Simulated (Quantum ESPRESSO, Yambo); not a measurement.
# Excitons of AlN (P6_3mc) on ever denser meshes, part 2 of 5

Aim: the absorption spectrum of AlN (P6_3mc) with electron-hole interaction, and what each part of the kernel does.

Quantum ESPRESSO 7.5 and Yambo 5.3.0; PBE and many-body steps on it, plane waves. Known limits of the many-body steps: not at the basis limit; coarse k mesh; bindings not settled in the k mesh.

So far. Step 4 (Screening and self-energy, 3×3×4 mesh, 69 bands …): The gap on the mesh goes from 4.22 eV to 5.46 eV, a correction of +1.24 eV. Step 5 (Empty states on the mesh, 3×3×4 mesh, 17 bands): On this mesh the gap is 4.221 eV.

The database entry behind the starting cell differs from later determinations by our own check (inner coordinate u about 0.002 short), so it need not match the best structure at ambient conditions.

## Step 7: Excitons

Light makes an electron and a hole together. The Bethe-Salpeter equation adds their screened attraction and their exchange, in a window of bands around the gap.

This step: Bethe-Salpeter equation on PBE with a scissors shift, plane waves, norm-conserving pseudopotentials.

bse3.in

```
optics
bss
bse
em1s
dipoles
rim_cut
RandQpts= 1000000
RandGvec= 1 RL
Chimod= "HARTREE"
BSKmod= "SEX"
BSEmod= "resonant"
BSSmod= "d"
BSENGexx= 20 Ry
BSENGBlk= 4 Ry
% BSEQptR
 1 | 1 |
%
% BSEBands
 3 | 10 |
%
% BEnRange
 0 | 8 | eV
%
% BDmRange
 0.1 | 0.1 | eV
%
BEnSteps= 161
% BLongDir
 1 | 0 | 0 |
%
% BndsRnXs
 1 | 17 |
%
NGsBlkXs= 4 Ry
% LongDrXs
 1 | 1 | 1 |
%
% KfnQP_E
 1.237 | 1.0 | 1.0 |
%
WRbsWF
FFTGvecs= 32 Ry
```

The run is started by

```sh
OMP_NUM_THREADS=1 mpirun -n 8 yambo -F bse3.in -J bse3 -C bse3 > bse3.log
```

The program printed:

```text
 Yambo, version 5.3.0

 [02] CORE Variables Setup
 =========================

  [... cell, symmetries and grids as in the set-up ...]

  [02.05] Energies & Occupations
  ==============================

  [X] === General ===
  [X] Electronic Temperature                        :  0.000000  0.000000 [eV K]
  [X] Bosonic    Temperature                        :  0.000000  0.000000 [eV K]
  [X] Finite Temperature mode                       : no
  [X] El. density                                   :  0.38275E+24 [cm-3]
  [X] Fermi Level                                   :  7.106654 [eV]

  [X] === Gaps and Widths ===
  [X] Conduction Band Min                           :  4.220514 [eV]
  [X] Valence Band Max                              :  0.000000 [eV]
  [X] Filled Bands                                  :   8
  [X] Empty Bands                                   :   9  17
  [X] Direct Gap                                    :  4.220514 [eV]
  [X] Direct Gap localized at k                     :  1
  [X] Indirect Gap                                  :  4.220514 [eV]
  [X] Indirect Gap between kpts                     :  1  1
  [X] Last valence band width                       :  2.371258 [eV]
  [X] 1st conduction band width                     :  3.218768 [eV]

 [03] Transferred momenta grid and indexing
 ==========================================

 [BZ sampling] Q-grid is User defined and/or read from the database

 IBZ Q-points                                      :  10
 BZ  Q-points                                      :   36

 K/Q-points units:
 rlu = crystal or reduced units; cc = cartesian coordinates; iku = interal k-units

 Q [ 1]         [rlu]:  0.000000  0.000000  0.000000
 Q [ 2]         [rlu]:  0.000000  0.000000  0.250000
 Q [ 3]         [rlu]:  0.000000  0.000000 -0.500000
 Q [ 4]         [rlu]: -0.40821E-19  0.33333       0.0000
 Q [ 5]         [rlu]: -0.40821E-19  0.33333      0.25000
 Q [ 6]         [rlu]: -0.40821E-19  0.33333     -0.50000
 Q [ 7]         [rlu]:  0.333333  0.333333  0.000000
 Q [ 8]         [rlu]:  0.333333  0.333333  0.250000
 Q [ 9]         [rlu]:  0.333333  0.333333 -0.500000
 Q [10]         [rlu]:  0.40821E-19 -0.33333      0.25000

  [03.01] X + BSE indexes
  =======================

   [03.01.01] Sigma indexes
   ========================

 [04] Coloumb potential Random Integration (RIM)
 ===============================================

  [04.01] RIM initialization
  ==========================

  * Diagonal components only detected *

  8 x (sBL volume)        :  0.195400 [a.u.]
  sBZ random points       :  1000000
  Points outside the sBZ  :   7994252
  RL volume               :  0.879301 [a.u.]
  Integrated volume       :  0.879933 [a.u.]

  [04.02] RIM integrals
  =====================

  Gamma point sphere radius             :  0.105259 [a.u.]
  Points outside the sphere             :   811608
  [Int_sBZ(q=0) 1/q^2]*(Vol_sBZ)^(-1/3) =:  7.236165
                                 should be <:  7.795600

  Summary of Coulomb integrals for non-metallic bands |Q|[au] RIM/Bare

  Q [1] 0.100000E-4 0.928237 * Q [2] 0.166880 0.646012
  Q [3] 0.333760 0.872534 * Q [4] 0.411102 1.143679
  Q [10] 0.443682 1.087027 * Q [5] 0.443682 1.086663
  Q [6] 0.529529 1.022105 * Q [7] 0.712050 1.044470
  Q [8] 0.731344 1.037865 * Q [9] 0.786391 1.024498

 [05] External/Internal QP corrections
 =====================================

 [QP_apply] Action to be applied: USER defined scissor

  [05.01]  QP corrections report
  ==============================

  [K+QP] === General ===
  [K+QP] Electronic Temperature                     :  0.000000  0.000000 [eV K]
  [K+QP] Bosonic    Temperature                     :  0.000000  0.000000 [eV K]
  [K+QP] Finite Temperature mode                    : no
  [K+QP] El. density                                :  0.38275E+24 [cm-3]
  [K+QP] Fermi Level                                :  0.000000 [eV]

  [K+QP] === Gaps and Widths ===
[...]
scatter_Gamp :      0.0001s P4 ( 10 calls,   0.013 msec avg) [MAX]      0.0001s P5 ( 10 calls,   0.012 msec avg) [min]
                          BSE components folding :      0.0002s P8 [MAX]      0.0002s P3 [min]
                              BSE matrix filling :      0.0002s P3 [MAX]      0.0002s P5 [min]
                         IO_and_Messaging_switch :      0.0053s P2 (129 calls,   0.041 msec avg) [MAX]      0.0002s P3 (129 calls,   0.002 msec avg) [min]
                                       X (REDUX) :      0.0048s P8 ( 10 calls,   0.479 msec avg) [MAX]      0.0005s P2 ( 10 calls,   0.048 msec avg) [min]
                                      Xo (REDUX) :      0.0578s P8 ( 10 calls,   5.782 msec avg) [MAX]      0.0007s P1 ( 10 calls,   0.069 msec avg) [min]
                                  eval_G_minus_G :      0.0010s P8 [MAX]      0.0009s P7 [min]
                                    PP_uspp_init :      0.0011s P4 ( 44 calls,   0.025 msec avg) [MAX]      0.0010s P1 ( 44 calls,   0.023 msec avg) [min]
                                     K_WF_phases :      0.0123s P6 [MAX]      0.0013s P3 [min]
                                   X (procedure) :      0.0069s P2 ( 10 calls,   0.685 msec avg) [MAX]      0.0022s P5 ( 10 calls,   0.222 msec avg) [min]
                              BSE matrix (REDUX) :      0.0023s P5 [MAX]      0.0022s P3 [min]
                             PARALLEL_lin_system :      0.0036s P2 ( 10 calls,   0.365 msec avg) [MAX]      0.0035s P4 ( 10 calls,   0.355 msec avg) [min]
                                        io_QINDX :      0.0093s P1 (  5 calls,   1.869 msec avg) [MAX]      0.0049s P7 (  3 calls,   1.619 msec avg) [min]
                                         io_GROT :      0.0092s P5 (  2 calls,   4.605 msec avg) [MAX]      0.0052s P1 (  2 calls,   2.580 msec avg) [min]
                                     BSE dipoles :      0.0060s P3 [MAX]      0.0059s P1 [min]
                                 bz_samp_indexes :      0.0076s P7 [MAX]      0.0075s P4 [min]
                                     io_KB_pwscf :      0.0185s P6 (  8 calls,   2.312 msec avg) [MAX]      0.0090s P3 (  7 calls,   1.291 msec avg) [min]
                                            io_X :      0.0421s P1 ( 29 calls,   1.452 msec avg) [MAX]      0.0100s P6 ( 29 calls,   0.344 msec avg) [min]
                          MATRIX transfer (NONE) :      0.0120s P4 (  2 calls,   6.015 msec avg) [MAX]      0.0101s P5 (  2 calls,   5.071 msec avg) [min]
                                           io_BS :      0.0113s P2 (118 calls,   0.096 msec avg) [MAX]      0.0102s P5 (113 calls,   0.091 msec avg) [min]
                                      io_DIPOLES :      0.0217s P1 ( 25 calls,   0.868 msec avg) [MAX]      0.0145s P7 ( 20 calls,   0.725 msec avg) [min]
                                      T_space IP :      0.0147s P8 [MAX]      0.0145s P1 [min]
                                       FFT_setup :      0.0397s P2 ( 49 calls,   0.810 msec avg) [MAX]      0.0292s P7 ( 48 calls,   0.608 msec avg) [min]
                                     io_fragment :      0.0506s P4 ( 93 calls,   0.544 msec avg) [MAX]      0.0418s P2 ( 93 calls,   0.450 msec avg) [min]
                            X T_space Kernel sum :      0.0642s P8 (200 calls,   0.321 msec avg) [MAX]      0.0517s P5 (200 calls,   0.258 msec avg) [min]
                                     WF_load_FFT :      0.0709s P4 ( 44 calls,   1.611 msec avg) [MAX]      0.0611s P5 ( 43 calls,   1.422 msec avg) [min]
                                  DIPOLE_g_space :      0.0810s P2 [MAX]      0.0753s P8 [min]
                                  Xo (procedure) :      0.1181s P2 ( 10 calls,  11.813 msec avg) [MAX]      0.0861s P8 ( 10 calls,   8.607 msec avg) [min]
                                           io_WF :      0.1079s P3 (151 calls,   0.715 msec avg) [MAX]      0.0896s P5 (147 calls,   0.609 msec avg) [min]
                               T_space CORR Osc. :      0.1260s P4 (105 calls,   1.200 msec avg) [MAX]      0.1079s P6 (100 calls,   1.079 msec avg) [min]
                                T_space EXX Osc. :      0.1390s P3 ( 37 calls,   3.757 msec avg) [MAX]      0.1248s P6 ( 36 calls,   3.466 msec avg) [min]
              PARALLEL_HERMITIAN_diagonalization :      0.1690s P5 [MAX]      0.1670s P4 [min]
                                  LINEAR ALGEBRA :      0.1827s P2 ( 11 calls,  16.609 msec avg) [MAX]      0.1792s P5 [min]
                                    Diago Solver :      0.2044s P1 [MAX]      0.1986s P6 [min]
                                X T_space Kernel :      0.3459s P4 [MAX]      0.3313s P5 [min]
                                             RIM :      0.5078s P8 [MAX]      0.5073s P4 [min]
                                         Dipoles :      1.0947s P1 [MAX]      1.0947s P6 [min]

 [11] Game Over & Game summary
```

The job ended after 3.1 s (8 MPI ranks of Arm Neoverse V2, shared host; peak memory 1.9 GiB).

This step gave:

| Item | Value |
| --- | --- |
| transitions in the window | 432 |
| direct gap of the transition levels | 5.458 eV |
| lowest state | 4.878 eV |
| first strong exciton (over a fiftieth of the strongest listed) | 5.015 eV |
| binding of the lowest state below the direct gap | 0.5793 eV |
| Coulomb term of one mesh cell | 0.7249 eV |

The binding is 0.80 times the screened Coulomb term of one mesh cell (0.72 eV), so it is not shown settled.

The lowest state lies at 4.878 eV, 0.579 eV under the direct gap.

Lines within 3 meV are set at the lowest of them, and the highest group, which the list may cut short, is left out. Lines of the exciton spectrum (strongest = 100):

| position (eV) | lines merged | strength, relative |
| --- | --- | --- |
| 4.878 | 1 | 0.0 |
| 5.015 | 2 | 52 |
| 5.640 | 2 | 0.0 |
| 6.075 | 2 | 50 |
| 6.152 | 2 | 0.0 |
| 6.497 | 2 | 0.0 |
| 6.606 | 2 | 0.0 |
| 6.792 | 1 | 0.0 |
| 6.841 | 1 | 0.8 |
| 6.847 | 3 | 100 |
| 6.853 | 2 | 2.3 |
| 7.009 | 2 | 10 |

The ε₂ has structure finer than the step of the table below, so its rows give means over 0.2 eV, whole bins alone (the curve runs from 0 to 8 eV). Peaks (eV: height): BSE 5.00: 14.7, 6.10: 14.3, 6.85: 31.3, 7.45: 25.7; no electron-hole interaction 5.65: 5.82, 6.70: 7.66, 7.65: 12.2.

Field along x; broadening 0.1 eV; transition window only. Limits: finite bands, cutoff and mesh; coarse k mesh; exciton not shown settled in the k mesh. ε₂ against photon energy; means over each step:

| photon energy (eV) | BSE | no electron-hole interaction |
| --- | --- | --- |
| 0.2 | 0.0264 | 0.0172 |
| 0.4 | 0.0282 | 0.0181 |
| 0.6 | 0.0302 | 0.0192 |
| 0.8 | 0.0324 | 0.0203 |
| 1.0 | 0.0349 | 0.0215 |
| 1.2 | 0.0377 | 0.0228 |
| 1.4 | 0.0409 | 0.0242 |
| 1.6 | 0.0445 | 0.0258 |
| 1.8 | 0.0486 | 0.0276 |
| 2.0 | 0.0534 | 0.0295 |
| 2.2 | 0.0590 | 0.0318 |
| 2.4 | 0.0656 | 0.0342 |
| 2.6 | 0.0735 | 0.0371 |
| 2.8 | 0.0831 | 0.0403 |
| 3.0 | 0.0950 | 0.0440 |
| 3.2 | 0.110 | 0.0484 |
| 3.4 | 0.130 | 0.0535 |
| 3.6 | 0.156 | 0.0597 |
| 3.8 | 0.194 | 0.0673 |
| 4.0 | 0.251 | 0.0768 |
| 4.2 | 0.348 | 0.0892 |
| 4.4 | 0.540 | 0.106 |
| 4.6 | 1.04 | 0.130 |
| 4.8 | 3.29 | 0.170 |
| 5.0 | 11.7 | 0.242 |
| 5.2 | 4.38 | 0.418 |
| 5.4 | 1.56 | 1.13 |
| 5.6 | 1.38 | 4.42 |
| 5.8 | 2.52 | 2.11 |
| 6.0 | 9.83 | 0.745 |
| 6.2 | 7.61 | 0.676 |
| 6.4 | 3.30 | 1.21 |
| 6.6 | 5.93 | 4.75 |
| 6.8 | 22.8 | 4.17 |
| 7.0 | 15.7 | 1.35 |
| 7.2 | 8.86 | 1.24 |
| 7.4 | 20.9 | 2.40 |
| 7.6 | 12.7 | 8.83 |
| 7.8 | 8.81 | 6.36 |

## Step 8: Triplet (no exchange term)

bse4.in, as its differences from bse3.in of step 7:

```diff
@@ -12,3 +12,3 @@
 BSSmod= "d"
-BSENGexx= 20 Ry
+BSENGexx= 1 RL
 BSENGBlk= 4 Ry
```

The run is started by

```sh
OMP_NUM_THREADS=1 mpirun -n 8 yambo -F bse4.in -J bse4,bse3_W -C bse4 > bse4.log
```

The program printed:

```text
 Yambo, version 5.3.0

 [02] CORE Variables Setup
 =========================

  [... cell, symmetries and grids as in the set-up ...]

  [02.05] Energies & Occupations
  ==============================

  [X] === General ===
  [X] Electronic Temperature                        :  0.000000  0.000000 [eV K]
  [X] Bosonic    Temperature                        :  0.000000  0.000000 [eV K]
  [X] Finite Temperature mode                       : no
  [X] El. density                                   :  0.38275E+24 [cm-3]
  [X] Fermi Level                                   :  7.106654 [eV]

  [X] === Gaps and Widths ===
  [X] Conduction Band Min                           :  4.220514 [eV]
  [X] Valence Band Max                              :  0.000000 [eV]
  [X] Filled Bands                                  :   8
  [X] Empty Bands                                   :   9  17
  [X] Direct Gap                                    :  4.220514 [eV]
  [X] Direct Gap localized at k                     :  1
  [X] Indirect Gap                                  :  4.220514 [eV]
  [X] Indirect Gap between kpts                     :  1  1
  [X] Last valence band width                       :  2.371258 [eV]
  [X] 1st conduction band width                     :  3.218768 [eV]

 [03] Transferred momenta grid and indexing
 ==========================================

 IBZ Q-points                                      :  10
 BZ  Q-points                                      :   36

 K/Q-points units:
 rlu = crystal or reduced units; cc = cartesian coordinates; iku = interal k-units

 Q [ 1]         [rlu]:  0.000000  0.000000  0.000000
 Q [ 2]         [rlu]:  0.000000  0.000000  0.250000
 Q [ 3]         [rlu]:  0.000000  0.000000 -0.500000
[...]
MATRIX transfer (NONE) :      0.0130s P3 (  2 calls,   6.494 msec avg) [MAX]      0.0118s P5 (  2 calls,   5.907 msec avg) [min]
                              io_DIPOLES :      0.0146s P2 (  8 calls,   1.823 msec avg) [MAX]      0.0123s P8 (  8 calls,   1.534 msec avg) [min]
                             BSE dipoles :      0.0123s P8 [MAX]      0.0123s P3 [min]
                              T_space IP :      0.0147s P8 [MAX]      0.0145s P3 [min]
                               FFT_setup :      0.0271s P2 ( 39 calls,   0.695 msec avg) [MAX]      0.0263s P6 ( 38 calls,   0.693 msec avg) [min]
                                    io_X :      0.0305s P4 ( 28 calls,   1.090 msec avg) [MAX]      0.0299s P1 ( 28 calls,   1.069 msec avg) [min]
                    X T_space Kernel sum :      0.0412s P1 (210 calls,   0.196 msec avg) [MAX]      0.0306s P8 (200 calls,   0.153 msec avg) [min]
                             io_fragment :      0.0469s P2 ( 74 calls,   0.634 msec avg) [MAX]      0.0327s P8 ( 73 calls,   0.448 msec avg) [min]
                             WF_load_FFT :      0.0557s P2 ( 38 calls,   1.467 msec avg) [MAX]      0.0458s P5 ( 37 calls,   1.237 msec avg) [min]
                                   io_WF :      0.0826s P2 (124 calls,   0.666 msec avg) [MAX]      0.0724s P5 (120 calls,   0.603 msec avg) [min]
                       T_space CORR Osc. :      0.1313s P4 (105 calls,   1.251 msec avg) [MAX]      0.1128s P5 (100 calls,   1.128 msec avg) [min]
                        T_space EXX Osc. :      0.1336s P2 ( 37 calls,   3.612 msec avg) [MAX]      0.1255s P7 ( 36 calls,   3.487 msec avg) [min]
      PARALLEL_HERMITIAN_diagonalization :      0.1751s P5 [MAX]      0.1739s P3 [min]
                          LINEAR ALGEBRA :      0.1870s P8 [MAX]      0.1868s P2 [min]
                            Diago Solver :      0.2145s P1 [MAX]      0.2080s P5 [min]
                        X T_space Kernel :      0.3310s P4 [MAX]      0.3102s P5 [min]

 [11] Game Over & Game summary
[key lines of the parts left out:]
Dipoles :      0.0027s P8 [MAX]      0.0027s P4 [min]
```

The job ended after 1.4 s (8 MPI ranks; peak memory 0.25 GiB).

The lowest triplet lies at 4.817 eV; without spin-orbit coupling triplets are dark, so no spectrum is read.

## Step 9: Empty states on the mesh, 6×6×4 mesh, 17 bands

This step: Quantum ESPRESSO 7.5; DFT, PBE, plane waves, norm-conserving pseudopotentials.

pw.in

```
&control
  calculation = 'nscf'
  prefix = 'x'
  outdir = 'o'
  pseudo_dir = 'pseudo'
/
&system
  ibrav = 0
  nat = 4
  ntyp = 2
  ecutwfc = 72.0
  nbnd = 17
  force_symmorphic = .true.
/
&electrons
  conv_thr = 1e-9
  electron_maxstep = 80
  diago_full_acc = .true.
  diago_thr_init = 5e-6
/
ATOMIC_SPECIES
  Al 26.982 Al.upf
  N 14.007 N.upf
CELL_PARAMETERS angstrom
  3.1130000000 -0.0000000000 0.0000000000
  -1.5565000000 2.6959370820 0.0000000000
  0.0000000000 0.0000000000 4.9810000000
ATOMIC_POSITIONS crystal
  Al 0.3333333333 0.6666666667 0.0000000000
  Al 0.6666666667 0.3333333333 0.5000000000
  N 0.3333333333 0.6666666667 0.3800000000
  N 0.6666666667 0.3333333333 0.8800000000
K_POINTS automatic
  6 6 4 0 0 0
```

The run is started by

```sh
OMP_NUM_THREADS=1 mpirun -n 8 pw.x -nk 4 -in pw.in > pw.out
```

The program printed:

```text
[banner, memory and clock lines left out]
Program PWSCF v.7.5 starts

     Atomic positions and unit cell read from directory:
     o/x.save/

     Message from routine setup:
     using ibrav=0 with symmetry is DISCOURAGED, use correct ibrav instead

     bravais-lattice index     =            0
     lattice parameter (alat)  =       5.8827  a.u.
     unit-cell volume          =     282.0993 (a.u.)^3
     number of atoms/cell      =            4
     number of atomic types    =            2
     number of electrons       =        16.00
[...]
21.6424

          k = 0.0000 0.0000 0.1562 (  2893 PWs)   bands (ev):

    -7.8016  -6.3221   1.9309   5.9103   6.3661   6.3661   6.8267   6.8267
    12.2778  13.8969  17.3750  18.2652  18.2653  18.8620  19.5420  19.5420
    22.6393

          k = 0.0000 0.0000-0.3125 (  2858 PWs)   bands (ev):

    -7.1501  -7.1501   3.7936   3.7936   6.5919   6.5919   6.5919   6.5919
    13.5732  13.5732  17.4519  17.4519  18.6140  18.6140  18.6140  18.6140
    24.9920

          k = 0.0000 0.1925 0.0000 (  2896 PWs)   bands (ev):

     [... further k-points ...]

     highest occupied, lowest unoccupied level (ev):     7.1067   11.3272

     XML data file, pseudopotentials, collected wavefunctions
```

Run time: 1.4 s. Hardware: 8 MPI ranks; peak memory 0.05 GiB.

Numbers from this step:

- gap: 4.221 eV
- k of the valence top: 0, 0, 0
- k of the conduction bottom: 0, 0, 0
- least direct gap: 4.221 eV
- k points computed: 24
- lowest point of the top converged band, above the valence top: 14.00 eV

On this mesh the gap is 4.221 eV.

## Step 10: Conversion and set-up

This step: Yambo 5.3.0; conversion and set-up on PBE, plane waves, norm-conserving pseudopotentials.

The run is started by

```sh
(cd o/x.save; p2y > p2y.log; mv SAVE ../..); yambo > setup.log
```

The program printed:

```text
 Yambo, version 5.3.0

 [02] CORE Variables Setup
 =========================

  [02.01] Unit cells
  ==================

  Cell kind             :  HCP
  Atoms in the cell     :  Al  N
  number of Al atoms    :  2
  number of N  atoms    :  2

  List of atomic masses
  Mass of Al    :  26.98200
  Mass of N     :  14.00700

  List of atomic coordinates    : [cc]
  Al1       : -0.29414E-09   3.3964       0.0000      order 1
  Al2       :  2.941359  1.698194  4.706363  order 2
  N1       : -0.29414E-09   3.3964       3.5768      order 3
[...]
Q [ 1]         [rlu]:  0.000000  0.000000  0.000000
 Q [ 2]         [rlu]:  0.000000  0.000000  0.250000
 Q [ 3]         [rlu]:  0.000000  0.000000 -0.500000
[...]
Q [ 8]         [rlu]: -0.40821E-19  0.33333      0.25000
 Q [ 9]         [rlu]: -0.40821E-19  0.33333     -0.50000
 Q [10]         [rlu]:  0.61232E-19 -0.50000       0.0000
     [... 12 further rows ...]
 Q [23]         [rlu]:  0.40821E-19 -0.33333      0.25000
 Q [24]         [rlu]: -0.166667 -0.333333  0.250000

  [03.01] X indexes
  =================

   [03.01.01] Sigma indexes
   ========================

 [06] Game Over & Game summary
```

Wall time 2.1 s (1 MPI rank); peak memory 0.24 GiB.

(Part 2 of 5 ends here.)

[Paths, hosts, dates, memory and timing lines, banners, echoed tables and standing remarks are left out of the program output.]

[Logs are printed without paths, hosts, clocks, repeated set-up lines and the standing remarks that a program may print on its own settings, such as how far it seeks lower states.]

[Runs of the session that timed out or met a known fault of the program may be left out.]

[Hosts, paths, dates, database ids (printed as entryN), source tags and the programs' standing remarks are cut or masked in the printed files.]
